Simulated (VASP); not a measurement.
A VASP 6.6.1 single-point calculation on Si

INCAR

```
LWAVE = .FALSE.
SIGMA = 0.02
ISMEAR = -1
NBANDS = 11
ENCUT = 520
NSW = 0
NELM = 86
LREAL = .FALSE.
IBRION = -1
ISIF = 2
LASPH = .TRUE.
LCHARG = .FALSE.
PREC = Accurate
ALGO = Damped
GGA = PE
EDIFF = 1E-7
TIME = 0.4
```

KPOINTS

```
KPOINTS created by Atomic Simulation Environment
0
Gamma
8 8 8
0 0 0
```

POSCAR

```
Si
 1.0000000000000000
    -0.0408317834000000    2.7221188957000000    2.7221188957000000
     2.7221188957000000   -0.0408317834000000    2.7221188957000000
     2.6812871123000002    2.6812871123000002    0.0000000000000000
 Si
   2
Cartesian
  0.0000000000000000  0.0000000000000000 -0.0102442506974488
  1.3406435561500001  1.3406435561500001  1.3713036985474489
```

The recommended PBE PAW datasets give the neutral cell 8 valence electrons.

Command

```
mpirun -np 1 vasp_std
```

OSZICAR

```
N       E                     dE             d eps       ncg     rms           ort
DAV:   1     0.196143626681E+02    0.19614E+02   -0.35547E+03  1045   0.650E+02
DAV:   2    -0.627156400824E+01   -0.25886E+02   -0.24618E+02  1045   0.109E+02
DAV:   3    -0.100499921938E+02   -0.37784E+01   -0.35876E+01  1045   0.387E+01
DAV:   4    -0.107945722414E+02   -0.74458E+00   -0.72320E+00  1045   0.172E+01
DAV:   5    -0.109599869680E+02   -0.16541E+00   -0.16131E+00  1045   0.713E+00
SDA:   6    -0.107341321029E+02    0.22585E+00   -0.79730E-01  1045   0.199E+00   0.000E+00
DMP:   7    -0.107954569652E+02   -0.61325E-01   -0.41422E-01  1045   0.626E-01   0.107E+00
DMP:   8    -0.108227165414E+02   -0.27260E-01   -0.10569E-01  1045   0.143E-01   0.318E-01
DMP:   9    -0.108293685854E+02   -0.66520E-02   -0.40703E-02  1045   0.802E-02   0.566E-02
DMP:  10    -0.108324552161E+02   -0.30866E-02   -0.24050E-02  1045   0.426E-02   0.458E-02
DMP:  11    -0.108342660492E+02   -0.18108E-02   -0.10067E-02  1045   0.146E-02   0.276E-02
DMP:  12    -0.108349754889E+02   -0.70944E-03   -0.32743E-03  1045   0.461E-03   0.937E-03
DMP:  13    -0.108351973272E+02   -0.22184E-03   -0.10885E-03  1045   0.170E-03   0.266E-03
DMP:  14    -0.108352686445E+02   -0.71317E-04   -0.36578E-04  1045   0.604E-04   0.812E-04
DMP:  15    -0.108352910442E+02   -0.22400E-04   -0.12140E-04  1045   0.220E-04   0.218E-04
DMP:  16    -0.108352983524E+02   -0.73083E-05   -0.50364E-05  1045   0.985E-05   0.719E-05
DMP:  17    -0.108353016713E+02   -0.33189E-05   -0.22748E-05  1045   0.413E-05   0.407E-05
DMP:  18    -0.108353032611E+02   -0.15899E-05   -0.87162E-06  1045   0.147E-05   0.186E-05
DMP:  19    -0.108353039074E+02   -0.64623E-06   -0.33385E-06  1045   0.584E-06   0.657E-06
DMP:  20    -0.108353041783E+02   -0.27098E-06   -0.15612E-06  1045   0.272E-06   0.309E-06
DMP:  21    -0.108353043027E+02   -0.12435E-06   -0.69592E-07  1045   0.109E-06   0.171E-06
DMP:  22    -0.108353043519E+02   -0.49166E-07   -0.24890E-07  1045   0.354E-07   0.701E-07
   1 F= -.10835304E+02 E0= -.10835304E+02  d E =-.155843E-06
```

From OUTCAR

```
k-points           NKPTS =     95   k-points in BZ     NKDIM =     95   number of bands    NBANDS=     11

   NELECT =       8.0000    total number of electrons

   dimension x,y,z NGX =    30 NGY =   30 NGZ =   28
   dimension x,y,z NGXF=    60 NGYF=   60 NGZF=   56

  energy-cutoff  :      520.00
  volume of cell :       40.33
      direct lattice vectors                 reciprocal lattice vectors
    -0.040831783  2.722118896  2.722118896    -0.180965952  0.180965952  0.183680441
     2.722118896 -0.040831783  2.722118896     0.180965952 -0.180965952  0.183680441
     2.681287112  2.681287112  0.000000000     0.186477605  0.186477605 -0.183680441

 k-points in reciprocal lattice and weights: KPOINTS created by Atomic Simulation Env
   0.00000000  0.00000000  0.00000000       0.002
   0.12500000 -0.00000000  0.00000000       0.008
   0.25000000 -0.00000000  0.00000000       0.008
   0.37500000 -0.00000000  0.00000000       0.008
   0.50000000 -0.00000000  0.00000000       0.004
   0.12500000  0.12500000  0.00000000       0.004
   0.25000000  0.12500000  0.00000000       0.008
   0.37500000  0.12500000  0.00000000       0.008
   ...

 E-fermi :   6.0782

 k-point     1 :       0.0000    0.0000    0.0000
  band No.  band energies     occupation
      1      -6.1532      2.00000
      2       5.6265      2.00000
      3       5.7481      2.00000
      4       5.8934      1.99981
      5       8.1521      0.00000
      6       8.2073      0.00000
      7       8.4903      0.00000
      8       9.1573      0.00000
      9      13.4715      0.00000
     10      13.6942      0.00000
     11      14.6018      0.00000

 k-point     2 :       0.1250   -0.0000    0.0000
  band No.  band energies     occupation
      1      -5.9552      2.00000
      2       4.0453      2.00000
      3       5.4424      2.00000
      4       5.6110      2.00000
      5       8.2789      0.00000
      6       8.6911      0.00000
      7       8.8923      0.00000
      8      10.3224      0.00000
      9      12.9848      0.00000
     10      13.0624      0.00000
     11      14.4323      0.00000

 k-point     3 :       0.2500   -0.0000    0.0000
  band No.  band energies     occupation
      1      -5.3782      2.00000
      2       1.7494      2.00000
      3       5.0058      2.00000
      4       5.1434      2.00000
      5       7.8884      0.00000
      6       9.2014      0.00000
      7       9.3807      0.00000
      8      12.4967      0.00000
      9      12.9487      0.00000
     10      13.0880      0.00000
     11      14.7781      0.00000

 k-point     4 :       0.3750   -0.0000    0.0000
  band No.  band energies     occupation
      1      -4.5180      2.00000
      2      -0.2204      2.00000
      3       4.7029      2.00000
      4       4.8138      2.00000
      5       7.5428      0.00000
      6       9.1974      0.00000
      7       9.3384      0.00000
      8      13.6837      0.00000
      9      14.1562      0.00000
     10      14.5491      0.00000
     11      16.1820      0.00000

 k-point     5 :       0.5000   -0.0000    0.0000
  band No.  band energies     occupation
      1      -3.9149      2.00000
      2      -1.2015      2.00000
      3       4.5996      2.00000
      4       4.7000      2.00000
      5       7.4187      0.00000
      6       9.1024      0.00000
      7       9.2392      0.00000
      8      13.5808      0.00000
      9      16.1645      0.00000
     10      16.7270      0.00000
     11      16.8424      0.00000

 ...

  Total        0.3208688      0.3208688      0.3058365      0.5821734      0.0000000      0.0000000
  in kB       12.7463114     12.7463114     12.1491616     23.1264723      0.0000000      0.0000000
  external PRESSURE =      12.5472615 kB  Pullay stress =       0.0000000 kB

 POSITION                                       TOTAL-FORCE (eV/Angst)
 -----------------------------------------------------------------------------------
      2.68129      2.68129      5.43399         0.000000      0.000000     -0.012644
      1.34064      1.34064      1.37130        -0.000000     -0.000000      0.012644
 -----------------------------------------------------------------------------------
    total drift:                                0.000000     -0.000000      0.000000

  FREE ENERGIE OF THE ION-ELECTRON SYSTEM (eV)
  ---------------------------------------------------
  free  energy   TOTEN  =       -10.8353043519 eV

  energy  without entropy=      -10.8353041960  energy(sigma->0) =      -10.83530427
```

It converged. Results: gap between bands v and c on the k mesh 0.37 eV; least direct gap on the k mesh 2.26 eV; pressure 1.3 GPa; largest force 0.01 eV/Å. Band v is the last that the valence electrons fill when counted band by band, and c is the next.

For comparison, a separate PBE run of the intended cell, on usual settings and not on those above, gives a gap of 0.37 eV on its mesh and a pressure of 1.3 GPa.

The run above took about 47 s on one core of a shared host (Intel Xeon Platinum 8488C) and held 0.2 GiB at most.
